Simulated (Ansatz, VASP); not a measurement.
# One calculation of Na, two programs

```
CELL_PARAMETERS angstrom
-2.02872 2.02872 2.02872
2.02872 -2.02872 2.02872
2.02872 2.02872 -2.02872
ATOMIC_POSITIONS crystal
Na 0.00000 0.00000 0.00000
```

Alike in both runs: task single point; functional LDA; k mesh 11 × 11 × 11; no spin polarisation.

|  | VASP | Ansatz |
| --- | --- | --- |
| version | VASP 6.6.1 | Ansatz 0.2.0 |
| potentials or method | VASP PAW LDA potentials, release 64 (Na_pv) | plane waves (420 eV) with PAW, scalar-relativistic |
| plane-wave cutoff (eV) | 520 | 420 |
| occupations | methfessel-paxton of order 1, width 0.3 eV | cold, width 0.3 eV |
| valence electrons in the cell | 7 | 9 |

VASP gave:

| Property | Result |
| --- | --- |
| pressure (GPa) | -0.1 |

What did Ansatz give for the same quantities?

Pressure (GPa): 0.0.

The two sets of potentials don't hold the same shells in valence. Ansatz warned: «pseudo_functional_mismatch».
